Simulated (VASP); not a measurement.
# ZrC (Fm-3m) in VASP: relaxation of cell and atoms with PBE

Aim: the relaxation of cell and atoms of ZrC with PBE.

All numbers are computed with VASP 6.6.1; they aren't measurements. Logs are shortened: lines on timing, memory, paths and dates and some standing lists are left out, and cuts for length are marked.

**1. The structure**

The structure is cubic, space group Fm-3m (No. 225). The conventional cell has a = 4.700 Å, b = 4.700 Å, c = 4.700 Å, α = 90.00°, β = 90.00°, γ = 90.00°. Zr (site symmetry m-3m) is surrounded by 6 C at 2.35 Å. C (site symmetry m-3m) has 6 Zr at 2.35 Å as nearest neighbours.

**2. Relaxation of cell and atoms, PBE**

INCAR

```
SYSTEM = ZrC
PREC     = Accurate       ! precision mode
ENCUT    = 600            ! plane-wave cutoff, eV
EDIFF    = 1E-7           ! SCF threshold, eV
ISMEAR   = 0              ! smearing method
SIGMA    = 0.1            ! smearing width, eV
LREAL    = .False.        ! projectors in reciprocal space
LASPH    = .True.         ! aspherical terms in the spheres
NELM     = 60             ! most SCF steps
ALGO     = Normal         ! electronic algorithm
ISIF     = 3              ! what is computed and relaxed
LWAVE    = .False.        ! write WAVECAR
LCHARG   = .False.        ! write CHGCAR
GGA      = PE             ! functional
IBRION   = 2              ! ionic algorithm
NSW      = 80             ! ionic steps
EDIFFG   = -0.004         ! ionic threshold
```

KPOINTS

```
Automatic mesh
0
Gamma
  16 16 16
  0 0 0
```

POSCAR

```
ZrC
1.0
    0.0000000000      2.3502110000      2.3502110000
    2.3502110000      0.0000000000      2.3502110000
    2.3502110000      2.3502110000      0.0000000000
Zr C
1 1
Direct
    0.5000000000      0.5000000000      0.5000000000
    0.0000000000      0.0000000000      0.0000000000
```

Potentials or basis: VASP PAW PBE potentials, release 64 (Zr_sv, C).

Launch:

```bash
$ cat potpaw_PBE.64/Zr_sv/POTCAR potpaw_PBE.64/C/POTCAR > POTCAR
$ mpirun -np 1 vasp_std > vasp.out
```

OUTCAR:

```text
SYSTEM = ZrC
   PREC = Accurate
   ENCUT = 600
   EDIFF = 1E-7
   ISMEAR = 0
   LREAL = .False.
   LASPH = .True.
   NELM = 60
   ISIF = 3
   GGA = PE
   IBRION = 2
   NSW = 80
   EDIFFG = -0.004

 ion  position               nearest neighbor table
   1  0.500  0.500  0.500-   2 2.35   2 2.35   2 2.35   2 2.35   2 2.35   2 2.35
   2  0.000  0.000  0.000-   1 2.35   1 2.35   1 2.35   1 2.35   1 2.35   1 2.35

  LATTYP: Found a face centered cubic cell.
 ALAT       =     4.7004220000

  Lattice vectors:

 A1 = (   0.0000000000,   2.3502110000,   2.3502110000)
 A2 = (   2.3502110000,   0.0000000000,   2.3502110000)
 A3 = (   2.3502110000,   2.3502110000,   0.0000000000)

Analysis of symmetry for initial positions (statically):
=====================================================================
 Subroutine PRICEL returns:
 Original cell was already a primitive cell.

 Routine SETGRP: Setting up the symmetry group for a
 face centered cubic supercell.

 Subroutine GETGRP returns: Found 48 space group operations
 (whereof 48 operations were pure point group operations)
 out of a pool of 48 trial point group operations.

The static configuration has the point symmetry O_h .

Analysis of symmetry for dynamics (positions and initial velocities):
=====================================================================
 Subroutine PRICEL returns:
 Original cell was already a primitive cell.

 Routine SETGRP: Setting up the symmetry group for a
 face centered cubic supercell.

 Subroutine GETGRP returns: Found 48 space group operations
 (whereof 48 operations were pure point group operations)
 out of a pool of 48 trial point group operations.

The dynamic configuration has the point symmetry O_h .

 Subroutine INISYM returns: Found 48 space group operations
 (whereof 48 operations are pure point group operations),
 and found     1 'primitive' translations

----------------------------------------------------------------------------------------

                                     Primitive cell

  volume of cell :      25.9627

  direct lattice vectors                    reciprocal lattice vectors
     0.000000000  2.350211000  2.350211000    -0.212746855  0.212746855  0.212746855
     2.350211000  0.000000000  2.350211000     0.212746855 -0.212746855  0.212746855
     2.350211000  2.350211000  0.000000000     0.212746855  0.212746855 -0.212746855

[... 98 lines left out ...]
   ISMEAR =     0;   SIGMA  =   0.10  broadening in eV -4-tet -1-fermi 0-gaus
   EFERMI_NEDOS =   21; number of points for ismear=-14 and -15
   IALGO  =     38    algorithm
   IMIX   =      4    mixing-type and parameters
     AMIX     =   0.40;   BMIX     =  1.00
     AMIX_MAG =   1.60;   BMIX_MAG =  1.00
  volume/ion in A,a.u.               =      12.98        87.60
  Fermi-wavevector in a.u.,A,eV,Ry     =   1.393150  2.632672 26.407109  1.940868
  Thomas-Fermi vector in A             =   2.516824
   LORBIT       =      0    0 simple, 1 ext, 2 COOP (PROOUT), +10 PAW based schemes
   GGA     = PE    functional components
   LHFCALC =     F    Hartree Fock is set to
   AEXX    =    0.0000 exact exchange contribution
   IVDW    =     0    specifies the selected vdW correction
   LEPSILON=     F    determine dielectric tensor
   LRPA    =     F    only Hartree local field effects (RPA)
 conjugate gradient relaxation of ions
 non-spin polarized calculation
 Gauss-broadening in eV      SIGMA  =   0.10
  energy-cutoff  :      600.00
  volume of cell :       25.96
 maximum number of plane-waves:       893
   NGX = 13   NGY = 13   NGZ = 13

--------------------------------------- Ionic step        1  -------------------------------------------

 number of electron      16.0000000 magnetization

 Free energy of the ion-electron system (eV)
  ---------------------------------------------------
  ext. energy  EPLUGINS =         0.00000000
  ---------------------------------------------------
  free energy    TOTEN  =       -19.46232474 eV

  energy without entropy =      -19.46041531  energy(sigma->0) =      -19.46137003

------------------------ aborting loop because EDIFF is reached ----------------------------------------

  FORCE on cell =-STRESS in cart. coord.  units (eV):
  Direction    XX          YY          ZZ          XY          YZ          ZX
  --------------------------------------------------------------------------------------
  -------------------------------------------------------------------------------------
  Total        0.2182531      0.2182531      0.2182531     -0.0000000      0.0000000      0.0000000
  in kB       13.4685380     13.4685380     13.4685380     -0.0000000      0.0000000      0.0000000
  external PRESSURE =      13.4685380 kB  Pullay stress =       0.0000000 kB
[... 59 lines left out ...]
--------------------------------------- Ionic step        3  -------------------------------------------

 number of electron      16.0000000 magnetization

 Free energy of the ion-electron system (eV)
  ---------------------------------------------------
  ext. energy  EPLUGINS =         0.00000000
  ---------------------------------------------------
  free energy    TOTEN  =       -19.46297124 eV

  energy without entropy =      -19.46103027  energy(sigma->0) =      -19.46200076

 E-fermi :   9.5330     XC(G=0): -12.1038

 val. band max:        9.5250442817   @ k =   0.3125   0.2500   0.0000
 cond. band min:       9.5344672739   @ k =   0.4375   0.4375   0.0000
 fundamental gap:      0.0094229922
 Fermi energy:         9.5329736828

 k-point     1 :       0.0000    0.0000    0.0000
  band No.  band energies     occupation
      1     -38.5847      2.00000
      2     -16.2993      2.00000
      3     -16.2993      2.00000
      4     -16.2993      2.00000
      5      -1.7421      2.00000
      6      10.4767      0.00000
      7      10.4767      0.00000
      8      10.4767      0.00000
      9      10.6358      0.00000
     10      10.6358      0.00000
     11      10.6358      0.00000
     12      12.3389      0.00000
[... 331 lines left out ...]
 k-point    24 :      -0.0625    0.0625    0.0000
  band No.  band energies     occupation
      1     -38.5750      2.00000
      2     -16.3808      2.00000
      3     -16.3210      2.00000
      4     -16.3010      2.00000
      5      -1.5113      2.00000
      6       9.1553      2.00000
      7       9.3679      1.98041
      8       9.5129      1.22335
      9      10.7778      0.00000
     10      11.3950      0.00000
     11      11.4785      0.00000
     12      12.9581      0.00000

 [... further k-points ...]
[... 5 lines left out ...]
  --------------------------------------------------------------------------------------
  -------------------------------------------------------------------------------------
  Total        0.0010718      0.0010718      0.0010718     -0.0000000      0.0000000      0.0000000
  in kB        0.0657468      0.0657468      0.0657468     -0.0000000      0.0000000      0.0000000
  external PRESSURE =       0.0657468 kB  Pullay stress =       0.0000000 kB
[... 17 lines left out ...]
  FREE ENERGIE OF THE ION-ELECTRON SYSTEM (eV)
  ---------------------------------------------------
  free  energy   TOTEN  =       -19.4629712401 eV

  energy  without entropy=      -19.4610302704  energy(sigma->0) =      -19.46200076

 reached required accuracy - stopping structural energy minimisation
```

CONTCAR:

```text
ZrC
   1.00000000000000
    -0.0000000000000000    2.3548945176120233    2.3548945176120233
     2.3548945176120233    0.0000000000000000    2.3548945176120233
     2.3548945176120233    2.3548945176120233    0.0000000000000000
  Zr              C
     1     1
Direct
     0.5000000000000000    0.5000000000000000    0.5000000000000000
     0.0000000000000000    0.0000000000000000    0.0000000000000000

  0.00000000E+00  0.00000000E+00  0.00000000E+00
  0.00000000E+00  0.00000000E+00  0.00000000E+00
```

It took 57 s on 1 thread of Intel Xeon 6975P-C (Granite Rapids), shared host; peak memory 0.21 GiB.

What came out:

| Item | Value |
| --- | --- |
| Free energy | -19.4630 eV |
| Relaxed volume | 13.06 Å³/atom |
| Relaxed cell | a = 3.330 Å, b = 3.330 Å, c = 3.330 Å, α = 60.00°, β = 60.00°, γ = 60.00° |
| Space group after relaxing (to 0.05 Å) | Fm-3m (No. 225) |
| Energy gained by relaxing | 0.3 meV/atom |
| Ionic steps | 3 |
| Pressure after relaxing | 0.0 GPa |
| Band gap on the k mesh | none (metal or under the smearing width) |

Step by step:
| step | energy change (eV) | largest force (eV/Å) | pressure (GPa) | volume (Å³) |
| --- | --- | --- | --- | --- |
| 1 | 0.0000 | 0.0000 | 1.35 | 25.96 |
| 2 | 0.0011 | 0.0000 | -2.12 | 26.37 |
| 3 | -0.0006 | 0.0000 | 0.01 | 26.12 |

Final structure:
```
Zr C
1.0
     0.00000    2.35489    2.35489
     2.35489    0.00000    2.35489
     2.35489    2.35489    0.00000
Zr C
1 1
Cartesian
  2.3549 2.3549 2.3549
  0.0000 0.0000 0.0000
```

Levels at points of the mesh, in eV from the Fermi level:
| k point | band 4 | band 5 | band 6 | band 7 | band 8 | band 9 | band 10 | band 11 | band 12 |
| --- | --- | --- | --- | --- | --- | --- | --- | --- | --- |
| (0.00, 0.00, 0.00) | -25.83 | -11.28 | 0.94 | 0.94 | 0.94 | 1.10 | 1.10 | 1.10 | 2.81 |
| (0.50, 0.00, 0.00) | -25.91 | -8.23 | -5.26 | -2.90 | -2.90 | 4.48 | 4.48 | 5.31 | 6.51 |
| (0.50, 0.50, 0.00) | -26.11 | -10.11 | -2.06 | -1.73 | 0.06 | 0.06 | 4.43 | 5.63 | 5.63 |
